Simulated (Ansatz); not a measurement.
GeO2 (rutile): scan of one atom of the cell

Relaxed GeO2 (rutile):

```xyz
6
Lattice="4.4875 0.0000 0.0000 0.0000 4.4875 0.0000 0.0000 0.0000 2.9050" Properties=species:S:1:pos:R:3 pbc="T T T"
Ge     0.0000     0.0000     0.0000
Ge     2.2438     2.2438     1.4525
O      1.3783     1.3783     0.0000
O      3.6221     0.8654     1.4525
O      0.8654     3.6221     1.4525
O      3.1092     3.1092     0.0000
```

In each cell atom 5 (O, nearest neighbour Ge at 1.899 Å; its periodic images, 2.9 Å or more away, move with it) moves by s·(0.577, 0.577, 0.577) (along Cartesian [111]), the rest being held.

The numbers are results of PBE (plane waves to 420 eV, PAW, scalar-relativistic; Ansatz, a program for electronic structure), not measurements. k mesh 6×6×9 (Γ-centred), Fermi-Dirac smearing 0.05 eV. E stands for the smeared free energy. Compression counts positive. F∥ is the force on the atom along that direction. F⊥ is the part of the force across the line. GeO2 was relaxed with its symmetry unable to fall. The zero of ΔE is the undisplaced structure.

| s (Å) | ΔE (eV/cell) | |F⊥| (eV/Å) | P (GPa) | F∥ (eV/Å) |
|---|---|---|---|---|
| -0.380 | 0.617 | 1.676 | 2.77 | 3.176 |
| -0.304 | 0.399 | 1.307 | 1.80 | 2.581 |
| -0.228 | 0.226 | 0.952 | 1.02 | 1.962 |
| -0.152 | 0.101 | 0.617 | 0.46 | 1.321 |
| -0.076 | 0.025 | 0.302 | 0.12 | 0.665 |
| 0.000 | 0.000 | 0.000 | 0.00 | 0.000 |
| 0.076 | 0.025 | 0.302 | 0.12 | -0.665 |
| 0.152 | 0.101 | 0.617 | 0.46 | -1.321 |
| 0.228 | 0.226 | 0.952 | 1.02 | -1.962 |
| 0.304 | 0.399 | 1.307 | 1.80 | -2.581 |
| 0.380 | 0.617 | 1.676 | 2.77 | -3.176 |

Read from the data:

```
Quantity                                                                                                                                         Result
--------------------------------------------------------  ---------------------------------------------------------------------------------------------
Energy at s = 0.380 Å                                                                                                                      617 meV/cell
Force along the line at s = -0.380 Å                                                                                                          3.18 eV/Å
Symmetry of the curve                                                                                                     even: the same for both signs
Shape of the curve                                                                       a single well with its minimum at or next to zero displacement
Force constant k = d²E/ds² at s = 0 (finite differences)                                                                                     8.77 eV/Å²
Harmonic estimate at the end of the scan                  ½ks² = 633 meV/cell against the computed 617 meV/cell, so the well is close to harmonic there
```

The 11 points together took very roughly 5 core-minutes.

(A displaced cell: forces are minus the slopes of the energy, force constants its curvatures, and phonons follow from these.)
